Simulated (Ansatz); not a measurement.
## Ru: pressure and energy above lowest point against volume per atom

Results calculated with Ansatz 0.2.0 development build, not measured. Equation of state of a cubic crystal from periodic Kohn-Sham density functional theory without spin; pressure corrected for the finite basis.

Cell of the first row (space group Fd-3m, No. 227):
```
Ru
1.0
      0.0000     2.6725     2.6725
      2.6725     0.0000     2.6725
      2.6725     2.6725     0.0000
Ru
2
Direct
  0.00000 0.00000 0.00000
  0.25000 0.25000 0.25000
```

Settings of every row: formula Ru; structure type diamond; functional PBE; spin treatment none; k mesh 17x17x17; occupation method fermi-dirac; occupation width 0.061225619 eV; wave cutoff 420 eV; datasets soft-1 PAW; density cutoff ratio 4.

Limits: a cubic model structure, not a phase known at ambient conditions; modest k-mesh, values are not fully converged in k; some atoms lie unusually close (a squeezed, shaken or made-up cell).

```csv
row,volume per atom (Å³),pressure (GPa),energy above lowest point (meV/atom)
1,19.089,11.556,40.98
2,19.495,7.214,17.29
3,19.901,3.341,4.01
4,20.307,-0.11,0
5,20.713,?,?
6,21.119,-5.926,15.87
7,21.526,-8.365,34.05
```

Question: what pressure and energy above lowest point should row 5 give?

Worked fit of pressure. Take u = (V_r/V)^(2/3) − 1 with V_r = 20.104 Å³ an atom, which is twice the finite (Eulerian) strain; such expansions in the strain, on which the Birch-Murnaghan equation of state is built, carry the rest volume and the bulk modulus. The shown rows have u = 0.03514, 0.02072, 0.00679, -0.00668, -0.0323, -0.04454. Least squares give pressure = 1.5657 + 256.302 × u + 775.18 × u² + 605 × u³ GPa; a parabola predicts inner rows, each left out in turn, worse (root mean square 0.012 against 0.0031 GPa). The rows lie off it by 0.000, 0.000, -0.001, 0.002, -0.001, 0.001. The pressure vanishes at u = -0.0062, or V = 20.29 Å³ an atom, and there the bulk modulus at fixed shape and fractions is B = −V dP/dV = (2/3)(1 + u) dP/du = 163 GPa. The withheld row has u = -0.0197, so the fit gives 1.5657 + 256.302 × (-0.0197) + 775.18 × (-0.0197)² + 605 × (-0.0197)³ = -3.187 GPa.

The calculation gave -3.186 GPa. The fit lies 0.001 GPa (0.005 % of the column's range) below it, one unit of the last digit.

Worked fit of energy above lowest point. Take u = (V_r/V)^(2/3) − 1 with V_r = 20.104 Å³ an atom, which is twice the finite (Eulerian) strain; such expansions in the strain, on which the Birch-Murnaghan equation of state is built, carry the rest volume and the bulk modulus. The shown rows have u = 0.03514, 0.02072, 0.00679, -0.00668, -0.0323, -0.04454. Least squares give energy above lowest point = 0.916 + 293.83 × u + 23739.8 × u² + 9848 × u³ meV/atom; a parabola predicts inner rows, each left out in turn, worse (root mean square 0.18 against 0.018 meV/atom). The rows lie off it by 0.00, 0.01, 0.00, -0.01, 0.01, 0.00. Its lowest point lies at u = -0.0062, or V = 20.29 Å³ an atom, and the curvature there gives the bulk modulus at fixed shape and fractions, B = (4/9)(1 + u)² E″(u)/V = 163 GPa. The withheld row has u = -0.0197, so the fit gives 0.916 + 293.83 × (-0.0197) + 23739.8 × (-0.0197)² + 9848 × (-0.0197)³ = 4.27 meV/atom.

The calculation gave 4.26 meV/atom. The fit lies 0.01 meV/atom (0.024 % of the column's range) above it, one unit of the last digit.
